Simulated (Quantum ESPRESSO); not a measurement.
The system is Hg.

```xyz
2
Lattice="3.4618 0.0000 0.0000 -1.7309 2.9980 0.0000 0.0000 0.0000 5.4875" Properties=species:S:1:pos:R:3 pbc="T T T"
Hg    0.0000    1.9987    1.3719
Hg    1.7309    0.9993    4.1157
```

```yaml
Program: Quantum ESPRESSO 7.5
Task: single point
Functional: PBE
Potentials_or_basis: SSSP 1.3 efficiency PBE
Cutoff: 816 eV
Density_cutoff: 3265 eV
k_mesh: 9 × 9 × 5
Occupations: fermi-dirac, width 0.05 eV
Spin: no spin polarisation
```

On this cell: pressure 0.8 GPa; largest force under 0.003 eV/Å; band gap on the k mesh none (metal or under the smearing width).

The same run follows on a disturbed copy (atoms moved at random, drawn with an rms of 0.05 Å):

```xyz
2
Lattice="3.4618 0.0000 0.0000 -1.7309 2.9980 0.0000 0.0000 0.0000 5.4875" Properties=species:S:1:pos:R:3 pbc="T T T"
Hg    0.0071    2.0382    1.3259
Hg    1.7326    1.0127    4.1361
```

Task: What does the disturbed cell give?

Result: The energy (extrapolated to zero smearing) moves by +1.5 meV/atom; pressure 0.8 GPa; largest force 0.093 eV/Å; band gap on the k mesh none (metal or under the smearing width).

Forces in eV/Å, atoms in the order of the input:
```
Hg   0.000 -0.002  0.093
Hg   0.000  0.002 -0.093
```

Stress tensor (GPa, compression positive):
```
 0.69 -0.01  0.00
-0.01  0.75 -0.01
 0.00 -0.01  0.94
```
